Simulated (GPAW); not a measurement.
# Pb (Fm-3m) in GPAW: a series of runs, part 2 of 2

GPAW 26.7.0. Earlier steps stand in the parts before.

## 3. Phonons, BEEF-vdW

Contents of run.py:

```python
import json
import numpy as np
from ase import Atoms
from ase.io import read, write
from phonopy import Phonopy
from phonopy.structure.atoms import PhonopyAtoms
from gpaw import GPAW, PW

atoms = read('POSCAR')

calc = GPAW(mode=PW(600),
            xc={'name': 'BEEF-vdW', 'backend': 'libvdwxc'},
            kpts={'size': (6, 6, 6), 'gamma': True},
            occupations={'name': 'fermi-dirac', 'width': 0.05},
            nbands=14,
            convergence={'density': 1e-06, 'eigenstates': 1e-09},
            maxiter=150,
            txt='gpaw.txt')
atoms.calc = calc
energy = atoms.get_potential_energy()
forces = atoms.get_forces()
calc.write('gs.gpw')
write('result.traj', atoms)
print('Cell:', atoms.cell.cellpar().round(4))
print(atoms.get_scaled_positions().round(5))

def force_constants(scale):
    unit = PhonopyAtoms(symbols=atoms.get_chemical_symbols(), cell=atoms.cell[:] * scale**(1 / 3),
                        scaled_positions=atoms.get_scaled_positions())
    ph = Phonopy(unit, supercell_matrix=np.diag([2, 2, 2]), primitive_matrix=np.eye(3), symprec=1e-4)
    ph.generate_displacements(distance=0.01)
    forces = []
    for i, sc in enumerate(ph.supercells_with_displacements):
        a = Atoms(sc.symbols, cell=sc.cell, scaled_positions=sc.scaled_positions, pbc=True)
        c = GPAW(mode=PW(600),
                 xc={'name': 'BEEF-vdW', 'backend': 'libvdwxc'},
                 kpts={'size': (3, 3, 3), 'gamma': True},
                 occupations={'name': 'fermi-dirac', 'width': 0.05},
                 nbands=74,
                 convergence={'density': 1e-06, 'eigenstates': 1e-09},
                 maxiter=150,
                 txt=f'disp-{scale:.3f}-{i:02d}.txt')
        a.calc = c
        f = a.get_forces()
        forces.append(f - f.mean(axis=0))
        print(f'displacement {i}: drift', f.mean(axis=0).round(5), flush=True)
    ph.forces = forces
    ph.produce_force_constants()
    ph.symmetrize_force_constants()
    return ph

qpoints = [[0.0, 0.0, 0.0], [0.0, 0.0, 0.5], [0.0, 0.5, 0.0], [0.0, 0.5, 0.5], [0.5, 0.0, 0.0], [0.5, 0.0, 0.5], [0.5, 0.5, 0.0], [0.5, 0.5, 0.5]]
results = {}
for scale in [1.0]:
    ph = force_constants(scale)
    ph.run_qpoints(qpoints)
    nu = ph.qpoints.frequencies * 33.35641  # THz to cm^-1
    results[f'{scale:.3f}'] = nu.tolist()
    for qp, f in zip(qpoints, nu):
        print(scale, np.round(qp, 4), f.round(2))

path = atoms.cell.bandpath('GXWKGLUWLK,UX', npoints=60, eps=1e-4)
ph.run_qpoints(path.kpts)
results['path'] = (ph.qpoints.frequencies * 33.35641).tolist()
results['path_q'] = path.kpts.tolist()
x, ticks, names = path.get_linear_kpoint_axis()
results['axis'] = [x.tolist(), list(ticks), names]
ph.run_mesh([15, 15, 15], is_gamma_center=True)
ph.run_thermal_properties(temperatures=[0, 100, 200, 300, 500, 800], cutoff_frequency=0.05)
tp = ph.thermal_properties
results['thermal'] = [list(v) for v in (tp.temperatures, tp.free_energy, tp.entropy, tp.heat_capacity)]
for t, fv, s, cv in zip(*results['thermal']):
    print(f'{t:6.0f} K  F {fv:9.4f} kJ/mol  S {s:9.4f} J/K/mol  Cv {cv:9.4f} J/K/mol')
json.dump(results, open('phonons.json', 'w'))
```

Contents of POSCAR:

```
Pb
1.0
    0.0000000000      2.4750200000      2.4750200000
    2.4750200000      0.0000000000      2.4750200000
    2.4750200000      2.4750200000      0.0000000000
Pb
1
Direct
    0.0000000000      0.0000000000      0.0000000000
```

Potentials or basis: GPAW PAW data sets (gpaw-data 1.2.1), pw.

Command:

```sh
$ OMP_NUM_THREADS=1 python run.py
```

gpaw.txt:

```text
__  _  _
 | _ |_)|_||  |
 |__||  | ||/\| - 26.7.0

Input parameters:
  mode=PW(ecut=600.0),
  convergence={'density': 1e-06, 'eigenstates': 1e-09},
  kpts=MonkhorstPack(size=(6, 6, 6), gamma=True),
  maxiter=150,
  nbands=14,
  occupations=Occupations(name='fermi-dirac', width=0.05),
  xc=XC(name='BEEF-vdW', backend='libvdwxc')

Diagonalizing LCAO Hamiltonian
Converting LCAO to pw mode

       Pb

Atoms  # Å, Bohr magnetons
|   | symbol |        x |        y |        z |    initial magnetic moments |
|---|--------|----------|----------|----------|-----------------------------|
| 0 |     Pb | 0.000000 | 0.000000 | 0.000000 | ( 0.0000,  0.0000,  0.0000) |

Unit cell  # Å
| periodic |        x |        y |        z |  lengths |    angles |
|----------|----------|----------|----------|----------|-----------|
|      yes | 0.000000 | 2.475020 | 2.475020 | 3.500207 | 60.000000 |
|      yes | 2.475020 | 0.000000 | 2.475020 | 3.500207 | 60.000000 |
|      yes | 2.475020 | 2.475020 | 0.000000 | 3.500207 | 60.000000 |

Number of symmetries: 48
Symmetry operations  # r_c * U_cc + t_c -> r_c
|    | kind |            matrix            |
|----|------|------------------------------|
|  0 |  σ   |  1, 0, 0,  1, 0,-1,  1,-1, 0 |
|  1 |  C2  |  1, 0, 0,  1,-1, 0,  1, 0,-1 |
|  2 |  E   |  1, 0, 0,  0, 1, 0,  0, 0, 1 |
|  3 |  σ   |  1, 0, 0,  0, 0, 1,  0, 1, 0 |
|  4 |  C4  |  1, 0,-1,  1, 0, 0,  1,-1, 0 |
|  5 |  S6  |  1, 0,-1,  1,-1, 0,  1, 0, 0 |
|  6 |  σ   |  1, 0,-1,  0, 1,-1,  0, 0,-1 |
|  7 |  C3  |  1, 0,-1,  0, 0,-1,  0, 1,-1 |
|  8 |  S6  |  1,-1, 0,  1, 0, 0,  1, 0,-1 |
|  9 |  C4  |  1,-1, 0,  1, 0,-1,  1, 0, 0 |
| 10 |  C3  |  1,-1, 0,  0,-1, 1,  0,-1, 0 |
| 11 |  σ   |  1,-1, 0,  0,-1, 0,  0,-1, 1 |
| 12 |  σ   |  0, 1, 0,  1, 0, 0,  0, 0, 1 |
| 13 |  C4  |  0, 1, 0,  0, 1,-1, -1, 1, 0 |
| 14 |  C3  |  0, 1, 0,  0, 0, 1,  1, 0, 0 |
| 15 |  S6  |  0, 1, 0, -1, 1, 0,  0, 1,-1 |
| 16 |  C2  |  0, 1,-1,  1, 0,-1,  0, 0,-1 |
| 17 |  σ   |  0, 1,-1,  0, 1, 0, -1, 1, 0 |
| 18 |  S4  |  0, 1,-1,  0, 0,-1,  1, 0,-1 |
| 19 |  C4  |  0, 1,-1, -1, 1, 0,  0, 1, 0 |
| 20 |  C3  |  0, 0, 1,  1, 0, 0,  0, 1, 0 |
| 21 |  σ   |  0, 0, 1,  0, 1, 0,  1, 0, 0 |
| 22 |  S6  |  0, 0, 1,  0,-1, 1, -1, 0, 1 |
| 23 |  C4  |  0, 0, 1, -1, 0, 1,  0,-1, 1 |
| 24 |  S4  |  0, 0,-1,  1, 0,-1,  0, 1,-1 |
| 25 |  C3  |  0, 0,-1,  0, 1,-1,  1, 0,-1 |
| 26 |  C2  |  0, 0,-1,  0,-1, 0, -1, 0, 0 |
| 27 |  S6  |  0, 0,-1, -1, 0, 0,  0,-1, 0 |
| 28 |  S4  |  0,-1, 1,  1,-1, 0,  0,-1, 0 |
| 29 |  C4  |  0,-1, 1,  0, 0, 1, -1, 0, 1 |
[... 77 lines left out ...]
      filter: 2.36  # [Å]
      core: 2.43  # [Å]
    projectors
    | kind |    occ | energy [eV] | rcut [Å] |
    |------|--------|-------------|----------|
    |   6s |  2.000 |     -11.969 |    1.259 |
    |   6p |  2.000 |      -3.506 |    1.275 |
    |   5d | 10.000 |     -21.211 |    1.217 |
    |    s |        |      15.243 |    1.259 |
    |    p |        |      23.705 |    1.275 |
    |    d |        |       6.001 |    1.217 |

    Using partial waves for Pb as LCAO basis

Reference energy: -567274.463364  # eV

eigensolver:
  PPCG
  Converge bands: occupied
  niter=2

density mixing:
  MSR1-Mixer
  Pratt-step length: 0.05
  Maximum mixing coefficient: 0.75
  Old densities: 10
  SVD Regularization: 0.005
  Good broyden scale: 1.0
  Trust region scale: 1.0
  Backstep threshold: 4.0
  History deletion threshold: 6.0
  Fourier metric: weight=20.0, sigma=0.015

occupation numbers:
  Fermi-Dirac:
    width: 0.0500  # eV

poisson solver:
  ecut: 4800.0  # eV

xc functional:
  name: vdW-BEEF with libvdwxc
  Mode: serial
  Semilocal: BEEVDW with 2 nearest neighbor stencil
  Corresponding non-local functional: vdW-DF2
  Local blocksize: 40 x 40 x 40
  PAW datasets: PBE

convergence criteria:
- Maximum integral of absolute [dens]ity change: 1e-06 electrons / valence electron
- Maximum integral of absolute [eigenst]ate change: 1e-09 eV^2 / valence electron
- Maximum [total energy] change in last 3 cyles: 0.0005 eV / valence electron
maximum number of iterations: 150

SCF iterations
|iter     | |      energy | eigst |  dens |
|---------|-|-------------|-------|-------|
|iter:   1| | -355.985755 | +0.26 |       |
|iter:   2| | -355.987371 | -2.65 | -1.73 |
|iter:   3| | -355.991756c| -2.53 | -1.75 |
|iter:   4| | -355.992145c| -3.47 | -2.30 |
|iter:   5| | -355.992236c| -4.60 | -2.77 |
|iter:   6| | -355.992246c| -6.09 | -3.72 |
|iter:   7| | -355.992250c| -6.62 | -4.12 |
|iter:   8| | -355.992250c| -8.80 | -5.15 |
|iter:   9| | -355.992250c| -9.43c| -5.46 |
|iter:  10| | -355.992250c| -9.80c| -6.16c|

Converged in 10 steps
Energy contributions relative to reference atoms: (reference = -567274.463364)

Energy contributions:
  Kinetic:          44.285117
  Coulomb:         -41.875163
  Zero:             -0.158184
  External:          0.000000
  Xc:             -358.239738
  Entropy:          -0.008566
  Spinorbit:         0.000000
  ----------------------------
  Free energy:    -355.996533
  Extrapolated:   -355.992250

dipole moment: (-20.686174, -20.686174, -20.686174)  # |e|*Ang

Fermi level: 7.730
Eigenvalues  # (at kpt = [0.000, 0.000, 0.000])
| band index |      eig [eV] | occ [0-2] |
|------------|---------------|-----------|
|          0 |        -9.970 |     2.000 |
|          1 |        -9.970 |     2.000 |
|          2 |        -9.970 |     2.000 |
|          3 |        -9.841 |     2.000 |
|          4 |        -9.841 |     2.000 |
|          5 |        -4.071 |     2.000 |
|          6 |        14.951 |     0.000 |
|          7 |        14.951 |     0.000 |
|          8 |        14.951 |     0.000 |
|          9 |        17.393 |     0.000 |
|         10 |        19.119 |     0.000 |
|         11 |        20.006 |     0.000 |
|         12 |        20.006 |     0.000 |
|         13 |        20.006 |     0.000 |

No gap
No difference between direct/indirect transitions

Forces  # eV/Ang
|       x |       y |       z |
|---------|---------|---------|
| 0.00000 | 0.00000 | 0.00000 |  # Pb   0

# Writing to gs.gpw (mode='')
```

stdout:

```text
Cell: [ 3.5002  3.5002  3.5002 60.     60.     60.    ]
[[0. 0. 0.]]
displacement 0: drift [0. 0. 0.]
1.0 [0. 0. 0.] [-0. -0. -0.]
1.0 [0.  0.  0.5] [34.04 34.04 79.77]
1.0 [0.  0.5 0. ] [34.04 34.04 79.77]
1.0 [0.  0.5 0.5] [-19.66  32.68  32.68]
1.0 [0.5 0.  0. ] [34.04 34.04 79.77]
1.0 [0.5 0.  0.5] [-19.66  32.68  32.68]
1.0 [0.5 0.5 0. ] [-19.66  32.68  32.68]
1.0 [0.5 0.5 0.5] [34.04 34.04 79.77]
     0 K  F    0.6716 kJ/mol  S    0.0000 J/K/mol  Cv    0.0000 J/K/mol
   100 K  F   -1.7377 kJ/mol  S   42.8458 J/K/mol  Cv   24.0614 J/K/mol
   200 K  F   -6.9611 kJ/mol  S   59.7430 J/K/mol  Cv   24.5806 J/K/mol
   300 K  F  -13.4682 kJ/mol  S   69.7322 J/K/mol  Cv   24.6792 J/K/mol
   500 K  F  -28.7834 kJ/mol  S   82.3541 J/K/mol  Cv   24.7300 J/K/mol
   800 K  F  -55.3697 kJ/mol  S   93.9820 J/K/mol  Cv   24.7474 J/K/mol
```

disp-1.000-00.txt:

```text
__  _  _
 | _ |_)|_||  |
 |__||  | ||/\| - 26.7.0

Input parameters:
  mode=PW(ecut=600.0),
  convergence={'density': 1e-06, 'eigenstates': 1e-09},
  kpts=MonkhorstPack(size=(3, 3, 3), gamma=True),
  maxiter=150,
  nbands=74,
  occupations=Occupations(name='fermi-dirac', width=0.05),
  xc=XC(name='BEEF-vdW', backend='libvdwxc')

Diagonalizing LCAO Hamiltonian
[... 205 lines left out ...]
|         73 |        14.950 |     0.000 |

No gap
No difference between direct/indirect transitions

Forces  # eV/Ang
|        x |        y |        z |
|----------|----------|----------|
|  0.00000 | -0.00897 | -0.00897 |  # Pb   0
|  0.00000 |  0.00442 |  0.00442 |  # Pb   1
|  0.00467 |  0.00170 | -0.00026 |  # Pb   2
| -0.00467 | -0.00026 |  0.00170 |  # Pb   3
|  0.00467 | -0.00026 |  0.00170 |  # Pb   4
| -0.00467 |  0.00170 | -0.00026 |  # Pb   5
|  0.00000 | -0.00494 | -0.00494 |  # Pb   6
|  0.00000 |  0.00662 |  0.00662 |  # Pb   7
```

It took 3.1 min on 1 thread of Intel Xeon Platinum 8259CL at 2.50GHz (Skylake/Cascade Lake), shared host; peak memory 0.52 GiB.

Results:

| Property | Result |
| --- | --- |
| Free energy | -355.9965 eV |
| Band gap on the k mesh | none (metal or under the smearing width) |
| Highest phonon frequency | 80 cm⁻¹ |

Levels at points of the mesh, in eV from the Fermi level:
| k point | band 4 | band 5 | band 6 | band 7 | band 8 | band 9 | band 10 |
| --- | --- | --- | --- | --- | --- | --- | --- |
| (0.00, 0.00, 0.00) | -17.57 | -17.57 | -11.80 | 7.22 | 7.22 | 7.22 | 9.66 |
| (0.50, 0.50, 0.00) | -17.41 | -17.41 | -6.73 | -3.42 | 1.89 | 1.89 | 5.25 |
| (0.50, 0.50, 0.50) | -17.44 | -17.44 | -8.16 | -4.35 | 5.40 | 5.40 | 9.16 |

Phonon frequencies in cm⁻¹ (negative: imaginary):
```csv
q point,frequencies
"(0.000, 0.000, 0.000)",0 0 0
"(0.000, 0.000, 0.500)",34 34 80
"(0.000, 0.500, 0.000)",34 34 80
"(0.000, 0.500, 0.500)",-20 33 33
"(0.500, 0.000, 0.000)",34 34 80
"(0.500, 0.000, 0.500)",-20 33 33
"(0.500, 0.500, 0.000)",-20 33 33
"(0.500, 0.500, 0.500)",34 34 80
```

Caveat: the k mesh is coarse; some modes are imaginary; phonon bands are interpolated from a small supercell; the PAW data sets were made with another functional, which shifts forces and pressure a little. Spin-orbit coupling is left out, which matters for the levels of Pb.

## 4. Elastic constants, LDA, 30.32 Å³/atom

Contents of run.py:

```python
import json
import numpy as np
import spglib
from ase.constraints import FixSymmetry
from ase.filters import FrechetCellFilter
from ase.io import read, write
from ase.optimize import BFGS
from ase.stress import full_3x3_to_voigt_6_stress, voigt_6_to_full_3x3_strain, voigt_6_to_full_3x3_stress
from ase.units import GPa
from gpaw import GPAW, PW, setup_paths

setup_paths.insert(0, '.')

atoms = read('POSCAR')

calc = GPAW(mode=PW(600),
            xc='LDA',
            kpts={'size': (9, 9, 9), 'gamma': True},
            occupations={'name': 'fermi-dirac', 'width': 0.05},
            nbands=14,
            convergence={'density': 1e-06, 'eigenstates': 1e-09},
            maxiter=150,
            txt='gpaw.txt')
atoms.calc = calc
atoms.set_constraint(FixSymmetry(atoms))
BFGS(FrechetCellFilter(atoms), trajectory='relax.traj', logfile='-').run(fmax=0.005, steps=40)
atoms.set_constraint()
energy = atoms.get_potential_energy()
forces = atoms.get_forces()
stress = atoms.get_stress()
calc.write('gs.gpw')
write('result.traj', atoms)
print('Cell:', atoms.cell.cellpar().round(4))
print(atoms.get_scaled_positions().round(5))

gpts = tuple(int(n) for n in calc.get_number_of_grid_points())
cell = atoms.cell[:].T
dataset = spglib.get_symmetry((atoms.cell[:], atoms.get_scaled_positions(), atoms.numbers), symprec=1e-4)
rotations = [cell @ w @ np.linalg.inv(cell) for w in dataset['rotations']]
strains, clamped, relaxed = [], [], []
for v in [0, 3]:
    for e in (-0.01, 0.01):
        voigt = np.zeros(6)
        voigt[v] = e
        F = voigt_6_to_full_3x3_strain(voigt)
        a = atoms.copy()
        a.set_cell(atoms.cell[:] @ F, scale_atoms=True)
        c = GPAW(mode=PW(600),
                 xc='LDA',
                 kpts={'size': (9, 9, 9), 'gamma': True},
                 occupations={'name': 'fermi-dirac', 'width': 0.05},
                 nbands=14,
                 convergence={'density': 1e-06, 'eigenstates': 1e-09},
                 maxiter=150,
                 gpts=gpts,
                 txt=f'strain-{v}{e:+.3f}.txt')
        a.calc = c
        s0 = s1 = a.get_stress() - stress
        print(v, e, 'clamped', (s0 / GPa).round(3), 'relaxed', (s1 / GPa).round(3), flush=True)
        for R in rotations:  # images under the point group
            eps = R @ (F - np.eye(3)) @ R.T
            strains.append(full_3x3_to_voigt_6_stress(eps) * [1, 1, 1, 2, 2, 2])
            for s, rows in ((s0, clamped), (s1, relaxed)):
                rows.append(full_3x3_to_voigt_6_stress(R @ voigt_6_to_full_3x3_stress(s) @ R.T))

C0, C = (np.linalg.lstsq(np.array(strains), np.array(s), rcond=None)[0].T / GPa for s in (clamped, relaxed))
print('Clamped-ion Cij (GPa):')
print(C0.round(1))
print('Relaxed-ion Cij (GPa):')
print(C.round(1))
json.dump({'clamped': C0.tolist(), 'relaxed': C.tolist()}, open('elastic.json', 'w'))
```

POSCAR is that of step 3.

Potentials or basis: PAW data sets generated in the run's folder for this functional, pw.

Command:

```sh
$ gpaw-setup -f LDA Pb
$ OMP_NUM_THREADS=1 python run.py
```

Wall time 1.9 min (1 thread of Arm Neoverse V1, shared host); peak memory 0.3 GiB.

It converged, with:

```
Free energy                                  : -4.5488 eV
Relaxed volume                               : 28.86 Å³/atom
Relaxed cell                                 : a = 3.443 Å, b = 3.443 Å, c = 3.443 Å, α = 60.00°, β = 60.00°, γ = 60.00°
Space group after relaxing (to 0.05 Å)       : Fm-3m (No. 225)
Pressure after relaxing                      : 0.0 GPa
Band gap on the k mesh                       : none (metal or under the smearing width)
Elastic constants C11, C12, C44              : 70, 47, 35 GPa
Voigt bulk modulus                           : 55 GPa
Bulk modulus (Hill)                          : 55 GPa
Shear modulus (Hill)                         : 22 GPa
Young's modulus                              : 59 GPa
Poisson's ratio (from the elastic constants) : 0.32
```

Caveat: the density grid can change from cell to cell, which puts small steps into energies and stress; elastic constants of metals need much finer meshes, so these are rough.
